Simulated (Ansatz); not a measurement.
## Where the states of Eu lie

```yaml
crystal:
  lattice:
    - [3.92220, 0.00000, 0.00000]
    - [-1.96110, 3.39672, 0.00000]
    - [0.00000, 0.00000, 6.29205]
  atoms:
    - { symbol: Eu, position: [0.33333, 0.66667, 0.25000] }
    - { symbol: Eu, position: [0.66667, 0.33333, 0.75000] }
```

The cell was built from the hcp type and relaxed in the same program, and has space group P6_3/mmc; it needn't be a known or the stable phase.

Where the f shell is localised, expect the real compound to differ from this run without U.

Other magnetic orders may lie lower; this is the state that the run reached.

Spin–orbit coupling is left out, though it moves levels of the heavy atoms by tenths of an eV or more.

Theory: DFT, PBE, all-electron LAPW, scalar-relativistic (Ansatz 0.2.0).

Sampling and basis: a Γ-centred 12×12×6 k mesh, Fermi–Dirac smearing of 0.05 eV, basis error target 0.25 meV/atom, spin-polarised from start moments Eu1 7, Eu2 7 μB, ending with a cell moment of 15.13 μB.

**Question.** Which of the resolved shells contributes most within 0.3 eV of the Fermi level?

**Answer.** Eu 5d, with 66 % of all states there; Eu 4f follows with 24 %.

**Question.** Where is the centre of the filled Eu 4f states between -14 eV and the top of the filled states?

**Answer.** -0.46 eV from the Fermi level.

**Question.** Tabulate the density of states.

**Answer.** States per eV and cell, averaged over 0.4 eV, from -4.2 to 1.2 eV, with energies (bin centres) from the Fermi level; empty bins are left out. The partial columns, the largest 4 alone, are projections on Löwdin-orthogonalised atomic shells (those that the program's projection atoms carry: the occupied ones and, for some elements, an empty d or f shell; other empty shells have no column), summed over atoms of an element and both spins. Weights on diffuse s and p shells depend on that basis and aren't pure angular character.
| E (eV) | spin-up | spin-down | Eu 4f | Eu 5d | Eu 6s | Eu 5p |
| --- | --- | --- | --- | --- | --- | --- |
| -4.1 | 0.08 | 0.00 | 0.00 | 0.00 | 0.08 | 0.00 |
| -3.7 | 0.15 | 0.00 | 0.00 | 0.01 | 0.13 | 0.00 |
| -3.3 | 0.21 | 0.03 | 0.00 | 0.02 | 0.20 | 0.00 |
| -2.9 | 0.28 | 0.10 | 0.00 | 0.06 | 0.30 | 0.01 |
| -2.5 | 0.37 | 0.16 | 0.00 | 0.13 | 0.38 | 0.01 |
| -2.1 | 0.54 | 0.22 | 0.00 | 0.27 | 0.45 | 0.02 |
| -1.7 | 0.96 | 0.30 | 0.02 | 0.68 | 0.51 | 0.02 |
| -1.3 | 1.05 | 0.41 | 0.07 | 0.89 | 0.44 | 0.03 |
| -0.9 | 1.48 | 0.65 | 0.39 | 1.29 | 0.38 | 0.03 |
| -0.5 | 34.37 | 1.02 | 32.76 | 2.14 | 0.36 | 0.05 |
| -0.1 | 2.45 | 1.06 | 1.07 | 2.09 | 0.24 | 0.04 |
| 0.3 | 2.15 | 1.12 | 0.36 | 2.58 | 0.16 | 0.04 |
| 0.7 | 0.98 | 1.13 | 0.10 | 1.84 | 0.07 | 0.03 |
| 1.1 | 2.17 | 2.51 | 0.14 | 3.99 | 0.23 | 0.06 |
